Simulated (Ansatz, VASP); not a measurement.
## Two plane-wave programs on Mg

```
CELL_PARAMETERS angstrom
0.00000 2.17693 2.31158
2.17693 0.00000 2.31158
2.17693 2.17693 0.00000
ATOMIC_POSITIONS crystal
Mg 0.00000 0.00000 0.00000
```

Change from the starting cell: strain -0.030 along x and y, +0.030 along z, atoms carried along.

Alike in both runs: task single point; functional PBEsol; k mesh 18 × 18 × 18; occupations gaussian, width 0.15 eV; no spin polarisation.

|  | VASP | Ansatz |
| --- | --- | --- |
| version | VASP 6.6.1 | Ansatz 0.2.0 |
| potentials or method | VASP PAW PBE potentials, release 64 (Mg) | scalar-relativistic, plane waves, PAW |
| plane-wave cutoff (eV) | 520 | 420 |
| valence electrons in the cell | 2 | 10 |

|  | VASP | Ansatz | Ansatz less VASP |
| --- | --- | --- | --- |
| gap on the k mesh at the Fermi level (eV) | none | none | - |
| pressure (GPa) | 1.3 | 1.4 | +0.03 |
| largest component of the traceless stress (GPa) | 1.13 | 1.13 | -0.002 |

A gap of «none» marks a metal or a gap that the smearing closes. With one functional, cell and mesh, what is left measures potentials, basis and numerics. The two sets of potentials don't hold the same shells in valence.

Caveats: the PAW data sets were made with another functional, which shifts forces and pressure a little (VASP).
